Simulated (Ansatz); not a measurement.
TaS$_{2}$ in Ansatz, vacancy hop by nudged elastic band

Input:

```yaml
crystal:
  lattice:
    - [1.74823621, -6.48375953, -2.71e-06]
    - [1.74823621, -3.00618618, -5.74473518]
    - [6.44870224, -1.87e-06, -1.13e-06]
  atoms:
    - { symbol: S, position: [0.3792618, 0.37296271, 0.74537331] }
    - { symbol: S, position: [0.12330884, 0.13088045, 0.24584644] }
    - { symbol: Ta, position: [0.00225795, -0.00103245, -0.00041719] }
    - { symbol: S, position: [0.37381983, 0.87556788, 0.74778243] }
    - { symbol: S, position: [0.1220973, 0.62867323, 0.24945482] }
    - { symbol: Ta, position: [0.00144425, 0.49817213, -0.00013184] }
    - { symbol: S, position: [0.62679904, 0.12024191, 0.24982176] }
    - { symbol: Ta, position: [0.50009618, 0.00363007, -0.00490589] }
    - { symbol: S, position: [0.87503306, 0.86958015, 0.74871292] }
    - { symbol: S, position: [0.6240915, 0.62623607, 0.25328814] }
    - { symbol: Ta, position: [0.50263819, 0.49527142, -0.00419653] }
kpoints:
  mp_grid: { grid: [3, 3, 2] }
magnetization:
  spin_polarized: false
scf:
  occupations: { method: fermi_dirac, width: 0.05 }
hamiltonian:
  pseudopotentials: { kind: paw }
  xc: pbe
basis:
  ecutwfc: 420
neb:
  images: 3
  relax_end_points: true
  climbing: true
  f_tol: 0.05
  max_iterations: 40
  order_check: false
  final_atoms:
    - { symbol: S, position: [0.3792618, 0.37296271, 0.74537331] }
    - { symbol: S, position: [0.12330884, 0.13088045, 0.24584644] }
    - { symbol: Ta, position: [0.00225795, -0.00103245, -0.00041719] }
    - { symbol: S, position: [0.86943605, 0.37345791, 0.75248223] }
    - { symbol: S, position: [0.1220973, 0.62867323, 0.24945482] }
    - { symbol: Ta, position: [0.00144425, 0.49817213, -0.00013184] }
    - { symbol: S, position: [0.62679904, 0.12024191, 0.24982176] }
    - { symbol: Ta, position: [0.50009618, 0.00363007, -0.00490589] }
    - { symbol: S, position: [0.87503306, 0.86958015, 0.74871292] }
    - { symbol: S, position: [0.6240915, 0.62623607, 0.25328814] }
    - { symbol: Ta, position: [0.50263819, 0.49527142, -0.00419653] }
```

The command:

```bash
ansatz run input.yaml --threads 4 --pin off --max-ram 8192MiB --backend cpu --events-out ev --progress --plain --runs-dir out
```

Origin of the cell: a database entry, scaled a little.

The cell is 2×2×1 cells of TaS2 with one S taken out; atom 4 (S) hops into the empty site, 3.35 Å away before the end points are relaxed. All atoms were shaken by about 0.02 Å first.

Output (shortened):

```
SCF iter   1: F=—  HF=-46052.807878 eV  Δρ=4.20e-3  dr2=6.74e-2  defer=6
SCF iter   2: F=—  HF=-46052.798301 eV  Δρ=1.94e-3  dr2=2.06e-2  defer=14
SCF iter   3: F=—  HF=-46052.794305 eV  Δρ=4.90e-4  dr2=1.37e-3  defer=14
SCF iter   4: F=—  HF=-46052.794109 eV  Δρ=1.21e-4  dr2=5.25e-5  defer=14
SCF iter   5: F=—  HF=-46052.793907 eV  Δρ=4.13e-5  dr2=7.55e-6  defer=14
SCF iter   6: F=—  HF=-46052.793907 eV  Δρ=1.30e-5  dr2=5.96e-7  defer=14
SCF iter   7: F=-46052.793907 eV  HF=-46052.793907 eV  Δρ=4.53e-6  dr2=8.45e-8
NEB iter   1: max|band force component| = 1.596e1 eV/Å  barrier→ = 6.1549 eV  barrier← = 6.1549 eV  Δτ_max = 0.1989 Å  (43 SCF iters)
NEB iter   2: max|band force component| = 6.173e0 eV/Å  barrier→ = 2.6861 eV  barrier← = 2.6861 eV  Δτ_max = 0.1958 Å  (25 SCF iters)
NEB iter   3: max|band force component| = 3.558e0 eV/Å  barrier→ = 1.6806 eV  barrier← = 1.6806 eV  Δτ_max = 0.2000 Å  (24 SCF iters)
NEB iter   4: max|band force component| = 1.827e0 eV/Å  barrier→ = 0.9578 eV  barrier← = 0.9578 eV  Δτ_max = 0.2000 Å  (25 SCF iters)
NEB iter   5: max|band force component| = 1.970e0 eV/Å  barrier→ = 0.9828 eV  barrier← = 0.9828 eV  Δτ_max = 0.0998 Å  (25 SCF iters)
NEB iter   6: max|band force component| = 4.689e-1 eV/Å  barrier→ = 0.9438 eV  barrier← = 0.9438 eV  CI = image 3  Δτ_max = 0.1206 Å  (22 SCF iters)
NEB iter   7: max|band force component| = 4.712e-1 eV/Å  barrier→ = 0.9914 eV  barrier← = 0.9913 eV  CI = image 3  Δτ_max = 0.1198 Å  (22 SCF iters)
NEB iter   8: max|band force component| = 5.132e-1 eV/Å  barrier→ = 0.9767 eV  barrier← = 0.9766 eV  CI = image 3  Δτ_max = 0.0392 Å  (23 SCF iters)
NEB iter   9: max|band force component| = 1.645e-1 eV/Å  barrier→ = 0.9657 eV  barrier← = 0.9656 eV  CI = image 3  Δτ_max = 0.0469 Å  (20 SCF iters)
NEB iter  10: max|band force component| = 2.121e-1 eV/Å  barrier→ = 0.9660 eV  barrier← = 0.9659 eV  CI = image 1  Δτ_max = 0.0601 Å  (21 SCF iters)
NEB iter  11: max|band force component| = 1.760e-1 eV/Å  barrier→ = 0.9662 eV  barrier← = 0.9662 eV  CI = image 1  Δτ_max = 0.0352 Å  (23 SCF iters)
NEB iter  12: max|band force component| = 1.407e-1 eV/Å  barrier→ = 0.9593 eV  barrier← = 0.9593 eV  CI = image 1  Δτ_max = 0.0350 Å  (21 SCF iters)
NEB iter  13: max|band force component| = 1.281e-1 eV/Å  barrier→ = 0.9526 eV  barrier← = 0.9526 eV  CI = image 1  Δτ_max = 0.0409 Å  (20 SCF iters)
NEB iter  14: max|band force component| = 1.156e-1 eV/Å  barrier→ = 0.9473 eV  barrier← = 0.9472 eV  CI = image 1  Δτ_max = 0.0165 Å  (19 SCF iters)
NEB iter  15: max|band force component| = 6.869e-2 eV/Å  barrier→ = 0.9456 eV  barrier← = 0.9456 eV  CI = image 1  Δτ_max = 0.0178 Å  (18 SCF iters)
NEB iter  16: max|band force component| = 2.637e-2 eV/Å  barrier→ = 0.9447 eV  barrier← = 0.9447 eV  CI = image 1  Δτ_max = 0.0000 Å  (16 SCF iters)
--- NEB band (5 images, 16 band iterations, 367 SCF iterations, 58 more in tests of the images' electronic states and relaxations of end points) ---
  forward barrier  = 0.944674 eV
  backward barrier = 0.944650 eV
  lagrangian_above_aufbau_ev (what the smearing adds, to first order; not taken off the barriers): saddle image -0.004657 eV, end points -0.015309 and -0.015532 eV
  climbing image's point = of an order that was not read
  energies are F+E_penalty+E_count in eV, relative to image 0
  image     s (Å)  Δ vs image 0  max|band force component| (eV/Å)
      0    0.0000      0.000000                                 —
  *   1    1.1622      0.944674                          2.637e-2
      2    2.2774      0.375361                          4.165e-3
      3    3.3927      0.941524                          7.309e-3
      4    4.5082      0.000024                                 —
```

The converged band:

```
image  path over all atoms (Å)  ΔF (eV)   S x      y  z (Å)
    0                     0.00    0.000  7.02  -5.05  -5.02
    1                     1.16    0.945  6.94  -5.88  -4.33
    2                     2.28    0.375  7.09  -6.41  -3.85
    3                     3.39    0.942  6.93  -6.58  -3.16
    4                     4.51    0.000  7.02  -6.78  -2.14
```

Relaxed start, forces in eV/Å:

```xyz
11
Lattice="1.748 -6.484 0.000 1.748 -3.006 -5.745 6.449 0.000 0.000" Properties=species:S:1:pos:R:3:forces:R:3 pbc="T T T" image=0
S     6.151   -3.557   -2.168    0.002   -0.002   -0.002
S     2.060   -1.204   -0.704    0.000   -0.001    0.000
Ta    0.005   -0.001   -0.058   -0.003    0.001    0.003
S     7.018   -5.049   -5.015    0.004    0.000    0.000
S     2.834   -2.707   -3.597   -0.002   -0.001   -0.001
Ta    0.841   -1.447   -2.834    0.001    0.002    0.001
S     2.917   -4.411   -0.704    0.001    0.003    0.002
Ta    0.846   -3.247    0.001    0.000   -0.001   -0.001
S     7.899   -8.318   -5.014    0.002   -0.003   -0.001
S     3.808   -5.931   -3.607   -0.001    0.000    0.000
Ta    1.753   -4.801   -2.841   -0.003    0.003   -0.001
```

Highest image (1), forces in eV/Å:

```xyz
11
Lattice="1.748 -6.484 0.000 1.748 -3.006 -5.745 6.449 0.000 0.000" Properties=species:S:1:pos:R:3:forces:R:3 pbc="T T T" image=1
S     6.157   -3.557   -2.131    0.007   -0.002   -0.011
S     2.168   -1.201   -0.777   -0.016    0.002    0.011
Ta    0.113   -0.025   -0.041    0.010    0.015   -0.002
S     6.940   -5.885   -4.333    0.000   -0.009   -0.002
S     2.845   -2.581   -3.577   -0.009   -0.021    0.010
Ta    0.712   -1.349   -2.775    0.016    0.009   -0.035
S     2.850   -4.389   -0.651   -0.017    0.006    0.005
Ta    0.751   -3.035    0.029    0.003   -0.019    0.023
S     8.014   -8.518   -5.129   -0.003    0.003   -0.007
S     3.767   -5.940   -3.594    0.007    0.009    0.008
Ta    1.820   -4.619   -2.842    0.003    0.007    0.001
```

Relaxed end, forces in eV/Å:

```xyz
11
Lattice="1.748 -6.484 0.000 1.748 -3.006 -5.745 6.449 0.000 0.000" Properties=species:S:1:pos:R:3:forces:R:3 pbc="T T T" image=4
S     6.152   -3.570   -2.140    0.002   -0.003   -0.001
S     2.061   -1.182   -0.734    0.004   -0.003    0.003
Ta    0.007   -0.053    0.034   -0.004    0.001   -0.005
S     7.021   -6.784   -2.142   -0.002   -0.003    0.000
S     2.920   -2.668   -3.575   -0.002    0.003    0.002
Ta    0.848   -1.506   -2.871   -0.004    0.004    0.003
S     2.836   -4.443   -0.724    0.002    0.000   -0.001
Ta    0.843   -3.183    0.038   -0.002    0.007    0.003
S     7.901   -8.299   -5.039    0.002   -0.002   -0.001
S     3.808   -5.946   -3.575    0.005   -0.002   -0.002
Ta    1.755   -4.742   -2.929   -0.002   -0.003   -0.002
```

Barrier of this path: 0.94 eV forwards, 0.94 eV backwards, after 16 band iterations.

Caveats: no moments, though an odd count or open d shells may carry them; no spin-orbit coupling, though heavy elements are present; the k mesh is coarse if the cell is a metal; a small cell with a neutral vacancy and no spin, whose shape can make like sites unlike; the cell is held at a rescaled volume, and strain moves barriers; the hop was drawn among near neighbours and need not be the easiest path; few images and a loose tolerance, and neither the top nor the ends were tested for their order; the path has more than one hump.

The run took 4.2 min on 4 threads of Arm Neoverse V1, with other jobs on the host, peak memory 1.1 GiB, from the program's own first density.
